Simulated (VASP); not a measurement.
# WSe2 in VASP: a series of runs

The runs below take WSe2 through relaxation of cell and atoms, with r2SCAN+rVV10.

Everything below comes from runs of VASP 6.6.1. Logs are shortened: lines on timing, memory, paths and dates and some standing lists are left out, and cuts for length are marked.

## 1. The structure

The cell holds a slab with vacuum, 3 atoms: a = 3.305 Å, b = 3.305 Å, c = 21.346 Å, α = 90.00°, β = 90.00°, γ = 120.00°.

## 2. Relaxation of cell and atoms, r2SCAN+rVV10

Contents of INCAR:

```
  ALGO = Normal
  BPARAM = 11.95
  CPARAM = 0.0093
  EDIFF = 1E-7
  EDIFFG = -0.005
  ENCUT = 600
  IBRION = 2
  ISIF = 3
  ISMEAR = 0
  IVDW_NL = 2
  LASPH = True
  LATTICE_CONSTRAINTS = .TRUE. .TRUE. .FALSE.
  LCHARG = False
  LMIXTAU = True
  LREAL = False
  LUSE_VDW = True
  LWAVE = False
  METAGGA = R2SCAN
  NELM = 120
  NSW = 90
  PREC = Accurate
  SIGMA = 0.03
```

Contents of KPOINTS:

```
k-points
0
Gamma
  12 12 1
```

Contents of POSCAR:

```
WSe2                                    
1.0
    3.3048574195      0.0000000000      0.0000000000
   -1.6524287098      2.8620904828      0.0000000000
    0.0000000000      0.0000000000     21.3462600000
  Se              W             
     2     1
Direct
     0.3333333300000021    0.6666666699999979    0.4219050777950411
     0.3333333300000021    0.6666666699999979    0.5780949222049588
     0.6666666699999979    0.3333333300000021    0.5000000000000000
```

Potentials or basis: VASP PAW PBE potentials, release 64 (Se, W_sv).

Started as:

```sh
$ cat potpaw_PBE.64/Se/POTCAR potpaw_PBE.64/W_sv/POTCAR > POTCAR
$ mpirun -np 1 vasp_std > vasp.out
```

OUTCAR:

```text
BPARAM = 11.95
   EDIFF = 1E-7
   EDIFFG = -0.005
   ENCUT = 600
   IBRION = 2
   ISIF = 3
   ISMEAR = 0
   IVDW_NL = 2
   LASPH = True
   LREAL = False
   METAGGA = R2SCAN
   NELM = 120
   NSW = 90
   PREC = Accurate

 ion  position               nearest neighbor table
   1  0.333  0.667  0.422-   3 2.53   3 2.53   3 2.53
   2  0.333  0.667  0.578-   3 2.53   3 2.53   3 2.53
   3  0.667  0.333  0.500-   1 2.53   2 2.53   1 2.53   2 2.53   1 2.53   2 2.53

  LATTYP: Found a hexagonal cell.
 ALAT       =     3.3048574195
 C/A-ratio  =     6.4590562588

  Lattice vectors:

 A1 = (   3.3048574195,   0.0000000000,   0.0000000000)
 A2 = (  -1.6524287098,   2.8620904828,   0.0000000000)
 A3 = (   0.0000000000,   0.0000000000,  21.3462600000)

Analysis of symmetry for initial positions (statically):
=====================================================================
 Subroutine PRICEL returns:
 Original cell was already a primitive cell.

 Routine SETGRP: Setting up the symmetry group for a
 hexagonal supercell.

 Subroutine GETGRP returns: Found 12 space group operations
 (whereof 12 operations were pure point group operations)
 out of a pool of 24 trial point group operations.

The static configuration has the point symmetry D_3h.

Analysis of symmetry for dynamics (positions and initial velocities):
=====================================================================
 Subroutine PRICEL returns:
 Original cell was already a primitive cell.

 Routine SETGRP: Setting up the symmetry group for a
 hexagonal supercell.

 Subroutine GETGRP returns: Found 12 space group operations
 (whereof 12 operations were pure point group operations)
 out of a pool of 24 trial point group operations.

The dynamic configuration has the point symmetry D_3h.

 Subroutine INISYM returns: Found 12 space group operations
 (whereof 12 operations are pure point group operations),
 and found     1 'primitive' translations

----------------------------------------------------------------------------------------

                                     Primitive cell

  volume of cell :     201.9100

  direct lattice vectors                    reciprocal lattice vectors
     3.304857419  0.000000000  0.000000000     0.302584915  0.174697482  0.000000000
    -1.652428710  2.862090483  0.000000000     0.000000000  0.349394964  0.000000000
     0.000000000  0.000000000 21.346260000     0.000000000  0.000000000  0.046846614

  length of vectors
     3.304857419  3.304857421 21.346260000     0.349394964  0.349394964  0.046846614

  position of ions in fractional coordinates (direct lattice)
     0.333333330  0.666666670  0.421905078
     0.333333330  0.666666670  0.578094922
     0.666666670  0.333333330  0.500000000

  ion indices of the primitive-cell ions
   primitive index   ion index
                 1           1
                 2           2
                 3           3

----------------------------------------------------------------------------------------

 KPOINTS: k-points

Automatic generation of k-mesh.
 Grid dimensions read from file:
 generate k-points for:   12   12    1

 Generating k-lattice:

  Cartesian coordinates                     Fractional coordinates (reciprocal lattice)
     0.025215410  0.014558123  0.000000000     0.083333333  0.000000000  0.000000000
     0.000000000  0.029116247  0.000000000     0.000000000  0.083333333  0.000000000
     0.000000000  0.000000000  0.046846614     0.000000000  0.000000000  1.000000000

  Length of vectors
     0.029116247  0.029116247  0.046846614

  Shift w.r.t. Gamma in fractional coordinates (k-lattice)
     0.000000000  0.000000000  0.000000000

 Subroutine IBZKPT returns following result:
 ===========================================

 Found     19 irreducible k-points:

 Following reciprocal coordinates:
            Coordinates               Weight
  0.000000  0.000000  0.000000      1.000000
  0.083333 -0.000000  0.000000      6.000000
  0.166667 -0.000000  0.000000      6.000000
  0.250000  0.000000  0.000000      6.000000
  0.333333 -0.000000  0.000000      6.000000
  0.416667 -0.000000  0.000000      6.000000
[... 11 lines left out ...]
  0.333333  0.250000  0.000000     12.000000
  0.333333  0.333333  0.000000      2.000000
   k-points           NKPTS =     19   k-points in BZ     NKDIM =     19   number of bands    NBANDS=     17
   number of dos      NEDOS =    301   number of ions     NIONS =      3
   total plane-waves  NPLWV = 141120
   dimension x,y,z NGX =    28 NGY =   28 NGZ =  180
   dimension x,y,z NGXF=    56 NGYF=   56 NGZF=  360
   ions per type =               2   1
   NGX,Y,Z   is equivalent  to a cutoff of  14.08, 14.08, 14.02 a.u.
   NGXF,Y,Z  is equivalent  to a cutoff of  28.17, 28.17, 28.04 a.u.
 SYSTEM =  unknown system
   PREC   = accura    normal or accurate (medium, high low for compatibility)
   ISTART =      0    job   : 0-new  1-cont  2-samecut
   ICHARG =      2    charge: 1-file 2-atom 10-const
   ISPIN  =      1    spin polarized calculation?
   LNONCOLLINEAR =      F non collinear calculations
   LSORBIT =      F    spin-orbit coupling
   LASPH  =      T    aspherical Exc in radial PAW
   ENCUT  =  600.0 eV  44.10 Ry    6.64 a.u.   6.60  6.60 42.63*2*pi/ulx,y,z
   NELM   =    120;   NELMIN=  2; NELMDL= -5     # of ELM steps
   EDIFF  = 0.1E-06   stopping-criterion for ELM
   LREAL  =      F    real-space projection
   EDIFFG = -.5E-02   stopping-criterion for IOM
   NSW    =     90    number of steps for IOM
   IBRION =      2    ionic relax: 0-MD 1-quasi-New 2-CG
   NFREE  =      1    steps in history (QN), initial steepest desc. (CG)
   ISIF   =      3    stress and relaxation
   ISYM   =      2    0-nonsym 1-usesym 2-fastsym
   POTIM  = 0.5000    time-step for ionic-motion
   TEBEG  =    0.0;   TEEND  =   0.0 temperature during run
   PSTRESS=    0.0 pullay stress
   NELECT =      26.0000    total number of electrons
   NUPDOWN=      -1.0000    fix difference up-down
   EMIN   =  10.00;   EMAX   =-10.00  energy-range for DOS
   EFERMI =   0.00;   METHOD = LEGACY
   ISMEAR =     0;   SIGMA  =   0.03  broadening in eV -4-tet -1-fermi 0-gaus
   EFERMI_NEDOS =   21; number of points for ismear=-14 and -15
   IALGO  =     38    algorithm
   IMIX   =      4    mixing-type and parameters
     AMIX     =   0.40;   BMIX     =  1.00
     AMIX_MAG =   1.60;   BMIX_MAG =  1.00
  volume/ion in A,a.u.               =      67.30       454.19
  Fermi-wavevector in a.u.,A,eV,Ry     =   0.826698  1.562232  9.298614  0.683429
  Thomas-Fermi vector in A             =   1.938774
   LORBIT       =      0    0 simple, 1 ext, 2 COOP (PROOUT), +10 PAW based schemes
   METAGGA = R2SCAN    functional components
   LHFCALC =     F    Hartree Fock is set to
   AEXX    =    0.0000 exact exchange contribution
   IVDW_NL    =     2    kernel type
   BPARAM     =11.9500
   IVDW    =     0    specifies the selected vdW correction
   LEPSILON=     F    determine dielectric tensor
   LRPA    =     F    only Hartree local field effects (RPA)
 conjugate gradient relaxation of ions
 non-spin polarized calculation
 Gauss-broadening in eV      SIGMA  =   0.03
  energy-cutoff  :      600.00
  volume of cell :      201.91
 maximum number of plane-waves:      6805
 NGX is ok and might be reduce to    28
   NGX = 13   NGY = 13   NGZ = 85

 number of electron      25.9999999 magnetization

 Free energy of the ion-electron system (eV)
  ---------------------------------------------------
  ext. energy  EPLUGINS =         0.00000000
  ---------------------------------------------------
  free energy    TOTEN  =       -81.06733817 eV

  energy without entropy =      -81.06733817  energy(sigma->0) =      -81.06733817

 E-fermi :  -1.8325     XC(G=0):  -3.8174

 val. band max:       -1.9974636311   @ k =   0.3333   0.3333   0.0000
 cond. band min:      -0.3107277721   @ k =   0.3333   0.3333   0.0000
 fundamental gap:      1.6867358590
 Fermi energy:        -1.8325430633

 k-point     1 :       0.0000    0.0000    0.0000
  band No.  band energies     occupation
      1     -77.9844      2.00000
      2     -41.5699      2.00000
      3     -41.4560      2.00000
      4     -41.4560      2.00000
      5     -17.4136      2.00000
      6     -16.0577      2.00000
[... 9 lines left out ...]
     16       1.2894      0.00000
     17       1.2894      0.00000

 k-point     2 :       0.0833   -0.0000    0.0000
  band No.  band energies     occupation
      1     -77.9837      2.00000
      2     -41.5668      2.00000
      3     -41.4723      2.00000
      4     -41.4598      2.00000
      5     -17.3056      2.00000
      6     -16.0048      2.00000
[... 9 lines left out ...]
     16       1.1508      0.00000
     17       1.3047      0.00000

 k-point     3 :       0.1667   -0.0000    0.0000
  band No.  band energies     occupation
      1     -77.9816      2.00000
      2     -41.5582      2.00000
      3     -41.5164      2.00000
      4     -41.4702      2.00000
      5     -16.9962      2.00000
      6     -15.8536      2.00000
[... 9 lines left out ...]
     16       0.8381      0.00000
     17       1.7287      0.00000

 k-point     4 :       0.2500    0.0000    0.0000
  band No.  band energies     occupation
      1     -77.9788      2.00000
      2     -41.5760      2.00000
      3     -41.5464      2.00000
      4     -41.4843      2.00000
      5     -16.5315      2.00000
      6     -15.6292      2.00000
[... 9 lines left out ...]
     16       1.0385      0.00000
     17       2.1541      0.00000
[... 243 lines left out ...]
      1     -77.9733      2.00000
      2     -41.6497      2.00000
      3     -41.5572      2.00000
      4     -41.5228      2.00000
      5     -15.3967      2.00000
      6     -15.0861      2.00000
[... 9 lines left out ...]
     16       1.1908      0.00000
     17       2.8850      0.00000

 k-point    18 :       0.3333    0.2500    0.0000
  band No.  band energies     occupation
      1     -77.9722      2.00000
      2     -41.6527      2.00000
      3     -41.5810      2.00000
      4     -41.5184      2.00000
      5     -15.1459      2.00000
      6     -14.9665      2.00000
[... 9 lines left out ...]
     16       1.4337      0.00000
     17       3.0683      0.00000

 k-point    19 :       0.3333    0.3333    0.0000
  band No.  band energies     occupation
      1     -77.9719      2.00000
      2     -41.6342      2.00000
      3     -41.6094      2.00000
      4     -41.5169      2.00000
      5     -15.0554      2.00000
      6     -14.9195      2.00000
[... 9 lines left out ...]
     16       1.7337      0.00000
     17       3.2659      0.00000

------------------------ aborting loop because EDIFF is reached ----------------------------------------

  FORCE on cell =-STRESS in cart. coord.  units (eV):
  Direction    XX          YY          ZZ          XY          YZ          ZX
  --------------------------------------------------------------------------------------
  -------------------------------------------------------------------------------------
  Total       -0.0130639     -0.0130639     -0.0307805      0.0000000      0.0000000      0.0000000
  in kB       -0.1036638     -0.1036638     -0.2442465      0.0000000      0.0000000      0.0000000
  external PRESSURE =      -0.1505247 kB  Pullay stress =       0.0000000 kB

 VOLUME and BASIS-vectors are now :
 -----------------------------------------------------------------------------
  energy-cutoff  :      600.00
  volume of cell :      201.91
      direct lattice vectors                 reciprocal lattice vectors
     3.304857419  0.000000000  0.000000000     0.302584915  0.174697482  0.000000000
    -1.652428710  2.862090483  0.000000000     0.000000000  0.349394964  0.000000000
     0.000000000  0.000000000 21.346260000     0.000000000  0.000000000  0.046846614

 POSITION                                       TOTAL-FORCE (eV/Angst)
 -----------------------------------------------------------------------------------
     -0.00000      1.90806      9.00610        -0.000000      0.000000      0.004296
     -0.00000      1.90806     12.34016        -0.000000      0.000000     -0.004296
      1.65243      0.95403     10.67313         0.000000     -0.000000      0.000000
 -----------------------------------------------------------------------------------
    total drift:                               -0.000010      0.000006      0.000000

  FREE ENERGIE OF THE ION-ELECTRON SYSTEM (eV)
  ---------------------------------------------------
  free  energy   TOTEN  =       -81.0673381701 eV

  energy  without entropy=      -81.0673381701  energy(sigma->0) =      -81.06733817

 reached required accuracy - stopping structural energy minimisation
```

It took 23 min on 1 thread of Intel Xeon 6975P-C (Granite Rapids), shared host; peak memory 0.94 GiB.

Results:

```
Free energy                  : -81.0673 eV
Largest force after relaxing : 0.004 eV/Å
Band gap on the k mesh       : 1.69 eV, direct
```

Forces on the atoms (eV/Å):
```
Se   0.000  0.000  0.004
Se   0.000  0.000 -0.004
W    0.000  0.000  0.000
```

Final structure:
```cif
data_structure
_symmetry_space_group_name_H-M 'P 1'
_symmetry_Int_Tables_number 1
_cell_length_a 3.3049
_cell_length_b 3.3049
_cell_length_c 21.3463
_cell_angle_alpha 90.000
_cell_angle_beta 90.000
_cell_angle_gamma 120.000
_cell_volume 201.91
loop_
_atom_site_label
_atom_site_type_symbol
_atom_site_fract_x
_atom_site_fract_y
_atom_site_fract_z
_atom_site_occupancy
Se1 Se 0.33333 0.66667 0.42191 1
Se2 Se 0.33333 0.66667 0.57809 1
W1 W 0.66667 0.33333 0.50000 1
```

Caveat: the relaxation stopped at its first step, so nothing moved; the PAW data sets were made with another functional, which shifts forces and pressure a little; spin-orbit coupling is left out, which moves the levels of the heavy elements.

## 3. Relaxation of cell and atoms, r2SCAN+rVV10

This run uses another cell than the first one, of 66.70 Å³/atom, 0.991 times its volume.

Contents of INCAR:

```
PREC     = Accurate       # precision mode
ENCUT    = 600            # plane-wave cutoff, eV
EDIFF    = 1E-6           # SCF threshold, eV
ISMEAR   = 0              # smearing method
SIGMA    = 0.03           # smearing width, eV
LREAL    = F              # projectors in reciprocal space
LASPH    = T              # aspherical terms in the spheres
NELM     = 120            # most SCF steps
ALGO     = Normal         # electronic algorithm
ISIF     = 3              # what is computed and relaxed
LWAVE    = F              # write WAVECAR
LCHARG   = F              # write CHGCAR
METAGGA  = R2SCAN         # meta-GGA
LMIXTAU  = T            
LUSE_VDW = T            
IVDW_NL  = 2            
BPARAM   = 11.95        
CPARAM   = 0.0093       
IBRION   = 2              # ionic algorithm
NSW      = 90             # ionic steps
EDIFFG   = -0.01          # ionic threshold
LATTICE_CONSTRAINTS= .TRUE. .TRUE. .FALSE.
KPAR     = 2
```

Contents of KPOINTS:

```
Automatic mesh
0
Gamma
  12 12 1
```

Contents of POSCAR:

```
WSe2
1.0
    3.2900000000      0.0000000000      0.0000000000
   -1.6450000000      2.8492235800      0.0000000000
    0.0000000000      0.0000000000     21.3462600000
Se W
2 1
Direct
    0.3333333300      0.6666666700      0.4216195200
    0.3333333300      0.6666666700      0.5783804800
    0.6666666700      0.3333333300      0.5000000000
```

Potentials or basis: VASP PAW PBE potentials, release 64 (Se, W_sv).

Started as:

```sh
$ cat potpaw_PBE.64/Se/POTCAR potpaw_PBE.64/W_sv/POTCAR > POTCAR
$ mpirun -np 2 vasp_std > vasp.out
```

Run time: 88 min. Hardware: 2 MPI ranks of Intel Xeon Platinum 8259CL at 2.50GHz (Skylake/Cascade Lake), shared host; peak memory 0.96 GiB.

It converged, with:

```
Free energy                            : -81.0672 eV
Relaxed volume                         : 67.31 Å³/atom
Relaxed cell                           : a = 3.305 Å, b = 3.305 Å, c = 21.346 Å, α = 90.00°, β = 90.00°, γ = 120.00°
Space group after relaxing (to 0.05 Å) : P-6m2 (No. 187)
Energy gained by relaxing              : 0.6 meV/atom
Ionic steps                            : 6
Band gap on the k mesh                 : 1.69 eV, direct
```

Step by step:
| step | energy change (eV) | largest force (eV/Å) | pressure (GPa) | volume (Å³) |
| --- | --- | --- | --- | --- |
| 1 | 0.0000 | 0.0176 | 0.19 | 200.10 |
| 2 | -0.0004 | 0.1391 | -0.31 | 202.65 |
| 3 | -0.0014 | 0.0832 | -0.07 | 201.48 |
| 4 | -0.0014 | 0.0862 | -0.09 | 201.52 |
| 5 | -0.0018 | 0.0290 | -0.04 | 201.79 |
| 6 | -0.0018 | 0.0015 | -0.01 | 201.92 |

Final structure:
```xyz
3
Lattice="3.3049 0.0000 0.0000 -1.6525 2.8621 0.0000 0.0000 0.0000 21.3463" Properties=species:S:1:pos:R:3 pbc="T T T"
Se    0.0000    1.9081    9.0063
Se    0.0000    1.9081   12.3400
W     1.6525    0.9540   10.6731
```

Levels at points of the mesh, in eV from the valence-band top:
```
           k point  band 11  band 12  band 13  band 14  band 15  band 16
(0.00, 0.00, 0.00)    -1.35    -1.35    -0.30     3.11     3.11     3.29
(0.50, 0.00, 0.00)    -2.26    -1.06    -1.04     2.54     2.93     4.05
```

Caveat: the PAW data sets were made with another functional, which shifts forces and pressure a little; spin-orbit coupling is left out, which moves the levels of the heavy elements.

(Continued in part 2 of 2.)
